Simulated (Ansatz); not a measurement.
# ZnS (Wurtzite-2H) (P6_3mc) in Ansatz: reference runs

Aim: a first look at ZnS (Wurtzite-2H) with PBEsol, on the cell as given.

All numbers are computed with Ansatz 0.2.0; they aren't measurements. Logs are shortened: lines on timing, memory, paths and dates and some standing lists are left out, and cuts for length are marked.

**What was measured.**

A printed reference work, monograph reports, for a bulk crystal of ZnS at 4 K: band gap 3.911 eV (direct).

How close the calculation comes is told below.

## 1. The structure

Symmetry: P6_3mc, No. 186, hexagonal system. Conventional cell: a = 3.811 Å, b = 3.811 Å, c = 6.234 Å, α = 90.00°, β = 90.00°, γ = 120.00°. Zn (site symmetry 3m) is surrounded by 4 S at 2.31 to 2.40 Å. S (site symmetry 3m) is surrounded by 4 Zn at 2.31 to 2.40 Å.

## 2. Single point, PBEsol

The input, input.yaml:

```yaml
crystal:
  lattice:
    - [3.811, 0.0, 0.0]
    - [-1.9055, 3.3004228138, 0.0]
    - [0.0, 0.0, 6.234]
  atoms:
    - { symbol: Zn, position: [0.6666666667, 0.3333333333, 0.5] }
    - { symbol: Zn, position: [0.3333333333, 0.6666666667, 0.0] }
    - { symbol: S, position: [0.6666666667, 0.3333333333, 0.885] }
    - { symbol: S, position: [0.3333333333, 0.6666666667, 0.385] }
kpoints:
  mp_grid: { grid: [8, 8, 5] }
scf:
  occupations: { method: fermi_dirac, width: 0.05 }
hamiltonian:
  xc: pbesol
  pseudopotentials: { kind: all_electron, lapw: { basis_error: 0.001 } }
output:
  forces: true
  stress: true
  eigenvalues: true
  populations: true
```

Potentials or basis: all-electron LAPW, scalar-relativistic.

Launch:

```
> ansatz run input.yaml --threads 2 --pin off --max-ram 8192MiB --backend cpu --events-out ev --progress --plain --runs-dir out
```

The program printed:

```text
Warning: RAYON_NUM_THREADS=2 ignored (pool sized by the plan → 2); use --threads N
Zn: projections on atomic orbitals take those of the free atom 1s2 2s2 2p6 3s2 3p6 3d10 4s2, of charge +0.00 (hamiltonian.pseudopotentials.projection_atoms)
S: projections on atomic orbitals take those of the free atom 1s2 2s2 2p6 3s2 3p4, of charge +0.00 (hamiltonian.pseudopotentials.projection_atoms)
LAPW: plane waves up to 8.703 Å⁻¹, error target 1.0e-3 eV per atom; small_component_spin mean_spin; S in spheres of 1.028 Å, 14 of its electrons in bands, Dirac shells []; Zn in spheres of 1.286 Å, 20 of its electrons in bands, Dirac shells [] (how accurate: hamiltonian.pseudopotentials.lapw.basis_error, Limitations)
Engine: ansatz 0.2.0, aarch64-unknown-linux-gnu
Pseudopotentials: kind: all_electron
Pseudopotential: Zn, LAPW, valence charge 20, lapw/all_electron/scalar/gaussian/Zn, Koelling and Harmon's equation, gaussian nucleus
Pseudopotential: S, LAPW, valence charge 14, lapw/all_electron/scalar/gaussian/S, Koelling and Harmon's equation, gaussian nucleus
Functional definition: PBEsol
  exchange = pbesol_x
  correlation = pbesol_c
Crystal: 4 atoms, lattice volume = 78.411 Å³
Basis set: ecut = 288.56888979273316 eV, 869 PW (Γ), exchange–correlation at level 2
Bands: 41, of which v1, the nominal top of the filled ones, is band 34 counted from 1 (33 counted from 0)
Symmetry: 12 space group operations
Space group: P63mc (ITA 186), of the structure as read, at distance tolerance 4.3e-5 Å
k-points: 30 of 320 (time reversal used)
Non-local potential: Zn, projectors of the file, none
Non-local potential: S, projectors of the file, none
Initial density: superposition of atomic densities (chi_scale 0.1, normalization cell, long waves kept (reshape's long-wave potential 0.00 eV rms))
Initial wavefunctions: plane waves of lowest kinetic energy (no species holds an atomic orbital)
Functional: x = pbesol(κ = 0.804, μ = 0.12345679012345678), c = pbesol(β = 0.046)
iter 1 solved again at ethr=2.75e-3 eV; its pass at ethr=1.00e-1 eV (dr2=1.87e0 eV) is discarded
SCF iter   1: F=—  HF=-119364.945034 eV  |F-HF|=—  |Δ(HF+E_count)|=         —  Δρ=3.88e-2  dr2=1.87e0  ethr=2.75e-3  ⟨swp⟩=2.0  Hψ=8329  notcnv=0
preconditioner: auto → Resta (q_TF=auto, 2.664 Å⁻¹)  ε∞=6.1  [insulator: Δε(μ)=2.358 eV  Ē_g=11.187 eV  σ=0.050 eV  W_gap=1.00  n_scr=22 (ndim 8)  ℏωp=25.2 eV  f_vac=0.104  D(μ)=0.00/eV (n_scr^D=0)  ε∞_Penn≈6.1]
SCF iter   2: F=—  HF=-119364.299912 eV  |F-HF|=—  |Δ(HF+E_count)|=   6.45e-1  Δρ=1.75e-2  dr2=3.31e-1  ethr=2.75e-3  ⟨swp⟩=2.9  Hψ=3631  notcnv=0
SCF iter   3: F=—  HF=-119364.177512 eV  |F-HF|=—  |Δ(HF+E_count)|=   1.22e-1  Δρ=1.25e-2  dr2=1.77e-1  ethr=4.87e-4  ⟨swp⟩=2.0  Hψ=3576  notcnv=0
SCF iter   4: F=—  HF=-119364.102896 eV  |F-HF|=—  |Δ(HF+E_count)|=   7.46e-2  Δρ=5.14e-3  dr2=2.45e-2  ethr=2.60e-4  ⟨swp⟩=2.0  Hψ=3583  notcnv=0  defer=1
iter 5 solved again at ethr=1.39e-6 eV; its pass at ethr=3.60e-5 eV (dr2=9.43e-4 eV) is discarded
SCF iter   5: F=—  HF=-119364.104605 eV  |F-HF|=—  |Δ(HF+E_count)|=         —  Δρ=9.85e-4  dr2=9.39e-4  ethr=1.39e-6  ⟨swp⟩=2.0  Hψ=6007  notcnv=0
the basis was enlarged: its passes take 4.4 MiB over the memory plan, 2 of 2 planned eigensolver slots
SCF iter   6: F=—  HF=-119364.105448 eV  |F-HF|=—  |Δ(HF+E_count)|=   8.43e-4  Δρ=3.53e-4  dr2=1.46e-4  ethr=1.38e-6  ⟨swp⟩=3.0  Hψ=3457  notcnv=0
SCF iter   7: F=—  HF=-119364.105688 eV  |F-HF|=—  |Δ(HF+E_count)|=   2.40e-4  Δρ=8.44e-5  dr2=9.87e-6  ethr=2.14e-7  ⟨swp⟩=3.0  Hψ=3634  notcnv=0
SCF iter   8: F=—  HF=-119364.105707 eV  |F-HF|=—  |Δ(HF+E_count)|=   1.90e-5  Δρ=2.31e-5  dr2=6.40e-7  ethr=1.45e-8  ⟨swp⟩=3.0  Hψ=3705  notcnv=0
SCF iter   9: F=-119364.105707 eV  HF=-119364.105707 eV  |F-HF|=4.61e-8  |Δ(HF+E_count)|=   2.54e-7  Δρ=4.41e-6  dr2=2.02e-8  ethr=9.42e-10  ⟨swp⟩=3.0  Hψ=3593  notcnv=0
SCF 1 converged in 9 iterations: F = -119364.105707 eV  dr2 = 2.02e-8
SCF converged after 9 iterations
Free energy (F): -119364.105707 eV
Harris-Foulkes:  -119364.105707 eV  (|F-HF|=4.61e-8)
Internal energy: -119364.105707 eV  (E = F + TS)
E sigma→0 (E₀):  -119364.105707 eV
Fermi energy:    8.393646 eV
--- Per-component energies (eV) ---
  E_band       = -3757.845329
  E_kinetic    = 121238.826667
  E_xc         = -5184.306253
  E_electrostatic = -235418.626121  (all electrons and nuclei)
  E_smearing   = -0.000000  (= −TS)
  E_closure    = 0.000000  (closes the sum)
  E_atoms      = -119348.991226  (free atoms, spherical and without spin; not in F)
  Σ components = -119364.105707   (vs F -119364.105707, Δ=0.00e0)
  Basis errors (estimates in eV, not in F): energy 4.5e-4 per atom: plane waves 4.1e-4 (2.5e-4 summed), levels above the bands 2.4e-56, relativity 9.8e-9, radial functions 3.9e-5, core shells 3.1e-11; eigenvalues (radial functions only) 1.1e-6; not estimated: angular momenta, meshes, grids; target (lapw.basis_error) 1.0e-3; muffin-tin radii S 1.028 Å, Zn 1.286 Å
--- Forces (eV/Å), atoms counted from 1 ---
  atom   1  Zn    -0.00000000    -0.00000000     0.30618015
  atom   2  Zn    -0.00000000     0.00000000     0.30618015
  atom   3  S      0.00000000    -0.00000000    -0.30618223
  atom   4  S      0.00000000     0.00000000    -0.30618223
  max |Σ_I F_I| component: 4.15e-6 eV/Å
--- Stress (GPa, compression-positive) ---
       -0.673877       0.000000       0.000000
        0.000000      -0.673877       0.000000
        0.000000       0.000000      -2.495187
  P = ⅓ Tr σ = -1.2810 GPa (-12.810 kbar)
--- Band table (eV; the first three rows and the last of 30) ---
  k-point 0: bands = ["-196.9877", "-196.9877", "-142.0426", "-142.0426", "-142.0426", "-142.0426", "-142.0361", "-142.0361", "-117.2684", "-117.2684", "-71.6015", "-71.6013", "-71.5973", "-71.5973", "-71.5973", "-71.5973", "-5.9025", "-4.9619", "0.8980", "0.8980", "0.9616", "0.9616", "0.9720", "1.3778", "1.3778", "1.4591", "1.4591", "1.6151", "2.0755", "6.4342", "6.4342", "7.2911", "7.2911", "7.3036", "9.4165", "10.1815", "13.4829", "13.4829", "13.7893", "14.8048", "14.8048"]
  k-point 1: bands = ["-196.9877", "-196.9877", "-142.0426", "-142.0426", "-142.0426", "-142.0426", "-142.0361", "-142.0361", "-117.2684", "-117.2684", "-71.6015", "-71.6014", "-71.5973", "-71.5973", "-71.5973", "-71.5973", "-5.8253", "-5.0674", "0.9017", "0.9017", "0.9530", "0.9530", "0.9665", "1.2819", "1.3875", "1.3875", "1.4533", "1.4533", "2.7346", "6.5100", "6.5100", "6.5101", "7.2024", "7.2024", "10.0909", "10.2887", "13.5141", "13.5361", "13.5361", "14.5765", "14.5765"]
  k-point 2: bands = ["-196.9877", "-196.9877", "-142.0426", "-142.0426", "-142.0426", "-142.0426", "-142.0361", "-142.0361", "-117.2684", "-117.2684", "-71.6015", "-71.6014", "-71.5973", "-71.5973", "-71.5973", "-71.5973", "-5.6127", "-5.3251", "0.9136", "0.9136", "0.9332", "0.9332", "0.9711", "1.0473", "1.4109", "1.4109", "1.4361", "1.4361", "3.8578", "5.1753", "6.7137", "6.7137", "6.9777", "6.9777", "10.5671", "10.7183", "13.5568", "13.7403", "13.7403", "14.1232", "14.1232"]
  k-point 29: bands = ["-196.9877", "-196.9877", "-142.0427", "-142.0426", "-142.0426", "-142.0426", "-142.0361", "-142.0361", "-117.2684", "-117.2684", "-71.6014", "-71.6014", "-71.5974", "-71.5974", "-71.5974", "-71.5974", "-4.7232", "-4.6788", "1.0288", "1.0794", "1.0883", "1.1492", "1.2640", "1.2664", "1.3889", "1.3917", "1.6931", "1.7396", "2.4419", "2.5727", "4.0827", "4.5685", "5.8037", "6.0418", "11.6178", "11.9471", "13.1984", "13.6350", "14.3107", "14.8246", "16.6031"]
--- Löwdin populations: 4 sites ---
  site symbol       q [e]
     0     Zn     28.7292
     1     Zn     28.7292
     2      S     17.0509
     3      S     17.0509
  spilling = 0.004781 (of n_electrons = 92.000000)
```

Run time: 20 s. Hardware: 2 threads of Arm Neoverse V2, shared host; peak memory 0.41 GiB.

What came out:

| Property | Result |
| --- | --- |
| Free energy | -119364.1057 eV |
| Pressure | -1.3 GPa |
| Largest force | 0.306 eV/Å |
| Band gap on the k mesh | 2.11 eV, direct |
| Loewdin charges | Zn +1.27; S -1.05 e |

Forces in eV/Å, atoms in the order of the input:
```
Zn   0.000  0.000  0.306
Zn   0.000  0.000  0.306
S    0.000  0.000 -0.306
S    0.000  0.000 -0.306
```

Stress tensor (GPa, compression positive):
```
-0.67  0.00  0.00
 0.00 -0.67  0.00
 0.00  0.00 -2.50
```

Levels at points of the mesh, in eV from the valence-band top:
```csv
k point,band 31,band 32,band 33,band 34,band 35,band 36,band 37,band 38
"(0.00, 0.00, 0.00)",-0.87,-0.01,-0.01,0.00,2.11,2.88,6.18,6.18
"(0.00, -0.50, 0.00)",-3.20,-2.28,-1.59,-0.99,3.48,4.16,5.04,7.01
```

Caveat: the atomic charges don't sum to the cell's charge.

## 3. Against experiment

Step 2. Against the measured gap of ZnS, 3.911 eV (direct; 4 K; a printed reference work, monograph), the calculated 2.11 eV is off by -1.80 eV. The value is that of PBEsol, without temperature or zero-point motion. Semilocal functionals fall short of measured gaps as a rule.
